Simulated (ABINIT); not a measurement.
# BAs (F-43m) in ABINIT: settings compared

Aim: see how the results for BAs move with the level of theory and the settings. Levels: PBE, LDA. Tasks: single point, relaxation of cell and atoms.

All numbers are computed with ABINIT 10.8.3 (patched build); they aren't measurements. Logs are shortened: lines on timing, memory, paths and dates and some standing lists are left out, and cuts for length are marked. The log counts tension as positive stress, the text compression.

## Step 1: Starting point

Symmetry: F-43m, No. 216, cubic system. Conventional cell: a = 4.777 Å, b = 4.777 Å, c = 4.777 Å, α = 90.00°, β = 90.00°, γ = 90.00°. As (site symmetry -43m) has 4 B at 2.07 Å as nearest neighbours. B (site symmetry -43m) has 4 As at 2.07 Å as nearest neighbours.

## Step 2: Single point, PBE, spin-orbit coupling, no magnetisation

Contents of run.abi:

```
pp_dirpath "./"
pseudos "As.GGA_PBE-JTH.xml, B.GGA_PBE-JTH.xml"

acell 6.3832096775 6.3832096775 6.3832096775
rprim
     0.0000000000     0.7071067812     0.7071067812
     0.7071067812     0.0000000000     0.7071067812
     0.7071067812     0.7071067812     0.0000000000
ntypat 2
znucl 33 5
natom 2
typat 1 2
xcart
     6.7704162730     6.7704162730     6.7704162730
     0.0000000000     0.0000000000     0.0000000000

ecut 272.113862 eV
pawecutdg 20.0

kptopt 4
ngkpt 8 8 8
nshiftk 1
shiftk 0.0 0.0 0.0

ixc 11

nband 26
occopt 3
tsmear 0.05 eV

nspinor 2
nspden 1
pawspnorb 1

nstep 100
tolvrs 1.0e-9

iomode 3
prtwf 0
prtden 0
prteig 0
prtebands 0
enunit 1
```

Potentials or basis: JTH PAW PBE v2.0.

Command:

```sh
> abinit run.abi > log 2>&1
```

run.abo:

```text
.Version 10.8.3 of ABINIT
 Symmetries : space group F2 3 (#196); Bravais cF (face-center cubic)
================================================================================
 Values of the parameters that define the memory need of the present run
     intxc =       0    ionmov =       0      iscf =      17    lmnmax =      18
     lnmax =       6     mgfft =      20  mpssoang =       3    mqgrid =    3001
     natom =       2  nloc_mem =       2    nspden =       1   nspinor =       2
    nsppol =       1      nsym =      12    n1xccc =       1    ntypat =       2
    occopt =       3   xclevel =       2
       mpw =         290          nfft =        8000          nkpt =          52
 PAW method is used; the additional fine FFT grid is defined by:
   mgfftf=        27    nfftf =     19683
================================================================================
================================================================================

--------------------------------------------------------------------------------
------------- Echo of variables that govern the present computation ------------
--------------------------------------------------------------------------------
 -outvars: echo values of preprocessed input variables --------
            acell      6.3832096775E+00  6.3832096775E+00  6.3832096775E+00 Bohr
              amu      7.49215900E+01  1.08110000E+01
             ecut      9.99999998E+00 Hartree
           enunit           1
                       outvar_i_n : Printing only first  50 k-points.
              ixc          11
                       outvar_i_n : Printing only first  50 k-points.
           kptopt           4
         kptrlatt        8    0    0      0    8    0      0    0    8
          kptrlen      5.10656774E+01
            natom           2
            nband          26
            ngfft          20      20      20
          ngfftdg          27      27      27
             nkpt          52
          nspinor           2
            nstep         100
             nsym          12
           ntypat           2
                       prtocc : prtvol=0, do not print more k-points.
           occopt           3
        pawcpxocc           2
        pawecutdg      2.00000000E+01 Hartree
        pawspnorb           1
         pawxcdev           0
           prtden           0
        prtebands           0
           prteig           0
            prtwf           0
            rprim      0.0000000000E+00  7.0710678120E-01  7.0710678120E-01
                       7.0710678120E-01  0.0000000000E+00  7.0710678120E-01
                       7.0710678120E-01  7.0710678120E-01  0.0000000000E+00
          spgroup         196
           tolvrs      1.00000000E-09
           tsmear      1.83746611E-03 Hartree
            typat      1  2
           useylm           1
                       outvars : Printing only first  50 k-points.
           xangst      3.5827499976E+00  3.5827499976E+00  3.5827499976E+00
                      -9.1321575797E-11 -9.1321575797E-11 -9.1321575797E-11
[... 136 lines left out ...]
 rms dE/dt=  5.2765E-27; max dE/dt=  1.0771E-26; dE/dt below (all hartree)
    1       0.000000000000      0.000000000000      0.000000000000
    2       0.000000000000      0.000000000000     -0.000000000000

 cartesian coordinates (angstrom) at end:
    1      3.58274999756784     3.58274999756784     3.58274999756784
    2     -0.00000000009132    -0.00000000009132    -0.00000000009132

 cartesian forces (hartree/bohr) at end:
    1      0.00000000000000    -0.00000000000000     0.00000000000000
    2     -0.00000000000000     0.00000000000000    -0.00000000000000
 frms,max,avg= 6.8884957E-28 9.5449796E-28   0.000E+00  0.000E+00  0.000E+00 h/b

 cartesian forces (eV/Angstrom) at end:
    1      0.00000000000000    -0.00000000000000     0.00000000000000
    2     -0.00000000000000     0.00000000000000    -0.00000000000000
 frms,max,avg= 3.5422069E-26 4.9082259E-26   0.000E+00  0.000E+00  0.000E+00 e/A
 length scales=  6.383209677500  6.383209677500  6.383209677500 bohr
              =  3.377849091457  3.377849091457  3.377849091457 angstroms
 Fermi (or HOMO) energy (eV) =   7.66637   Average Vxc (eV)= -10.43637
 Eigenvalues (   eV  ) for nkpt=  52  k points:
 kpt#   1, nband= 26, wtk=  0.00195, kpt=  0.0000  0.0000  0.0000 (reduced coord)
 -29.30631  -29.30631  -29.30631  -29.30631  -28.58763  -28.58763  -28.57846  -28.57846
 -28.57846  -28.57846   -8.34144   -8.34144    6.92374    6.92374    7.12976    7.12976
   7.12976    7.12976   10.20172   10.20172   10.41398   10.41398   10.41398   10.41398
  11.70723   11.70723
 prteigrs : prtvol=0 or 1, do not print more k-points.

--- !EnergyTerms
iteration_state     : {dtset: 1, }
comment             : Components of total free energy in Hartree
kinetic             :  5.72245602157198E+00
hartree             :  3.32805400109948E+01
xc                  : -3.29228163045602E+00
Ewald energy        : -6.34210613745209E+01
psp_core            :  2.70429404895343E+00
local_psp           : -9.01442645169885E+01
PAW spherical_terms : -1.57797901437362E+00
internal            : -1.16728296454819E+02
'-kT*entropy'       : -7.79189783905788E-09
total_energy        : -1.16728296462611E+02
total_energy_eV     : -3.17633876087948E+03
...

--- !EnergyTermsDC
iteration_state     : {dtset: 1, }
comment             : '"Double-counting" decomposition of free energy'
band_energy         : -1.04642190921114E+01
Ewald energy        : -6.34210613745209E+01
psp_core            :  2.70429404895343E+00
xc_dc               : -3.23652108545802E+01
PAW spherical_terms : -1.31820951600289E+01
internal            : -1.16728292432288E+02
'-kT*entropy'       : -7.79189783905788E-09
total_energy_dc     : -1.16728292440080E+02
total_energy_dc_eV  : -3.17633865142083E+03
...

--- !EnergyTermsWithPAWCore
iteration_state     : {dtset: 1, }
comment             : 'Components of total free energy, including PAW core contributions'
Total energy        : -2.28582416570950E+03
Total energy DC     : -2.28582416168697E+03
Total energy (eV)   : -6.22004442635186E+04
Total energy DC (eV): -6.22004441540599E+04
...

 Cartesian components of stress tensor (hartree/bohr^3)
  sigma(1 1)=  1.41962901E-04  sigma(3 2)=  0.00000000E+00
  sigma(2 2)=  1.41962901E-04  sigma(3 1)=  0.00000000E+00
  sigma(3 3)=  1.41962901E-04  sigma(2 1)=  0.00000000E+00

-Cartesian components of stress tensor (GPa)         [Pressure= -4.1767E+00 GPa]
- sigma(1 1)=  4.17669274E+00  sigma(3 2)=  0.00000000E+00
- sigma(2 2)=  4.17669274E+00  sigma(3 1)=  0.00000000E+00
- sigma(3 3)=  4.17669274E+00  sigma(2 1)=  0.00000000E+00

== END DATASET(S) ==============================================================
================================================================================

 -outvars: echo values of variables after computation  --------
            acell      6.3832096775E+00  6.3832096775E+00  6.3832096775E+00 Bohr
           etotal     -1.1672829244E+02
            fcart      4.4841550858E-44 -7.1587347160E-28  9.5449796214E-28
                      -4.4841550858E-44  7.1587347160E-28 -9.5449796214E-28
            rprim      0.0000000000E+00  7.0710678120E-01  7.0710678120E-01
                       7.0710678120E-01  0.0000000000E+00  7.0710678120E-01
                       7.0710678120E-01  7.0710678120E-01  0.0000000000E+00
           strten      1.4196290077E-04  1.4196290077E-04  1.4196290077E-04
                       0.0000000000E+00  0.0000000000E+00  0.0000000000E+00
           xangst      3.5827499976E+00  3.5827499976E+00  3.5827499976E+00
                      -9.1321575797E-11 -9.1321575797E-11 -9.1321575797E-11
             xred      7.4999999998E-01  7.4999999998E-01  7.4999999998E-01
                      -1.9116930261E-11 -1.9116930261E-11 -1.9116930261E-11
 Calculation completed.
```

It took 20 s on 1 thread of Intel Xeon Platinum 8488C (Sapphire Rapids), shared host; peak memory 0.09 GiB.

Results:

| Item | Value |
| --- | --- |
| Free energy | -3176.3387 eV |
| Band gap on the k mesh | 1.13 eV, indirect (least direct gap 3.07 eV) |
| Valence electrons inside the program's atomic spheres | As 12.78; B 1.76 |

Levels at points of the mesh, in eV from the valence-band top:
```
           k point  band 14  band 15  band 16  band 17  band 18  band 19  band 20  band 21  band 22  band 23
(0.00, 0.00, 0.00)    -0.21     0.00     0.00     0.00     0.00     3.07     3.07     3.28     3.28     3.28
(0.50, 0.00, 0.00)    -8.85    -1.96    -1.96    -1.82    -1.82     2.61     2.61     4.69     4.69     4.77
(0.50, 0.50, 0.00)    -8.59    -4.21    -4.21    -4.08    -4.08     1.37     1.37     1.38     1.38    11.27
```

Caveat: the cutoff is too short for stress, so the log's stress isn't used. A k mesh can miss the band edges.

## Step 3: Relaxation of cell and atoms, LDA

Contents of run.abi:

```
pp_dirpath "./"
pseudos "As.upf, B.upf"

acell 3*1.0 Angstrom
rprim
     0.0000000000     2.3885000000     2.3885000000
     2.3885000000     0.0000000000     2.3885000000
     2.3885000000     2.3885000000     0.0000000000
ntypat 2
znucl 33 5
natom 2
typat 1 2
chkprim 0
chksymtnons 0
tolsym 1.0e-6
xred
            3/4            3/4            3/4
            0.0            0.0            0.0

ecut 34.0
ecutsm 0.5

kptopt 1
ngkpt 8 8 8
nshiftk 1
shiftk 0.0 0.0 0.0

ixc 7

nband 13
occopt 3
tsmear 0.00183747

nstep 80
tolvrs 1.0e-12

iomode 3
prteig 0
prtebands 0
prtwf 0
prtden 0

ionmov 22
optcell 2
ntime 50
tolmxf 2.0e-5
dilatmx 1.08
```

Potentials or basis: PseudoDojo NC SR LDA v0.4.1 standard.

Command:

```sh
> abinit run.abi > log 2>&1
```

Run time: 4.3 min. Hardware: 1 thread of Arm Neoverse V1, shared host; peak memory 0.08 GiB.

The run converged. Its results:

| Item | Value |
| --- | --- |
| Free energy | -2964.0375 eV |
| Band gap on the k mesh | 1.14 eV, indirect (least direct gap 3.30 eV) |

Caveat: the cutoff is too short for stress, so the log's stress isn't used. A k mesh can miss the band edges.

## Step 4: Single point, LDA (cell relaxed)

Contents of run.abi:

```
# Pseudopotentials
pp_dirpath "./"
pseudos "As.upf, B.upf"

# Structure
acell 3*1.0 Angstrom
rprim
     0.0000000000     2.3684198300     2.3684198300
     2.3684198300     0.0000000000     2.3684198300
     2.3684198300     2.3684198300     0.0000000000
ntypat 2
znucl 33 5
natom 2
typat 1 2
xred
     0.7500000000     0.7500000000     0.7500000000
     0.0000000000     0.0000000000     0.0000000000
chkprim 0
chksymtnons 0
tolsym 1.0e-6

# Plane-wave basis
ecut 34.0

# k points
kptopt 1
ngkpt 8 8 8
nshiftk 1
shiftk 0.0 0.0 0.0

# Exchange and correlation
ixc 7

# Bands and occupations
nband 13
occopt 3
tsmear 0.05 eV

# SCF cycle
nstep 100
tolvrs 1.0e-10

# Output
iomode 3
prtwf 0
prtden 0
prteig 0
prtebands 0
enunit 1
```

Command:

```sh
> abinit run.abi > log 2>&1
```

Wall time 20 s (1 thread of Arm Neoverse V1, shared host); peak memory 0.07 GiB.

It converged, with:

* Free energy: -2964.0685 eV
* Band gap on the k mesh: 1.14 eV, indirect (least direct gap 3.30 eV)
* Valence electrons inside the program's atomic spheres: As 12.48; B 2.56

Levels at points of the mesh, in eV from the valence-band top:
```
           k point  band 5  band 6  band 7  band 8  band 9  band 10  band 11  band 12  band 13
(0.00, 0.00, 0.00)  -36.02  -15.63    0.00    0.00    0.00     3.30     3.30     3.30     4.97
(0.50, 0.00, 0.00)  -36.02  -12.69   -8.93   -1.86   -1.86     2.83     4.81     4.81     8.80
(0.50, 0.50, 0.00)  -36.02  -11.38   -8.56   -4.18   -4.18     1.33     1.42    11.50    11.50
```

Caveat: the cutoff is too short for stress, so the log's stress isn't used. A k mesh can miss the band edges.

## Step 5: Summary

| task | level | potentials or basis | spin | cell | cutoff (eV) | fine-grid cutoff | cell freedom (optcell) | optimiser (ionmov) | cutoff smearing ecutsm (Ha) | force stop (Ha/bohr) | gap on the mesh (eV) |
| --- | --- | --- | --- | --- | --- | --- | --- | --- | --- | --- | --- |
| single point | PBE | JTH PAW PBE v2.0 | SOC, no magnetisation | as given | 272 | 544.228 eV | - | - | - | - | 1.13 |
| relaxation of cell and atoms | LDA | PseudoDojo NC SR LDA v0.4.1 standard | off | relaxed | 925 | - | 2 | 22 | 0.5 | 2e-05 | 1.14 |
| single point | LDA | PseudoDojo NC SR LDA v0.4.1 standard | off | cell relaxed | 925 | - | - | - | - | - | 1.14 |

Alike in all rows: k mesh 8 × 8 × 8; smearing fermi-dirac 0.05 eV.

Absolute energies hang on the potentials; compare differences alone.
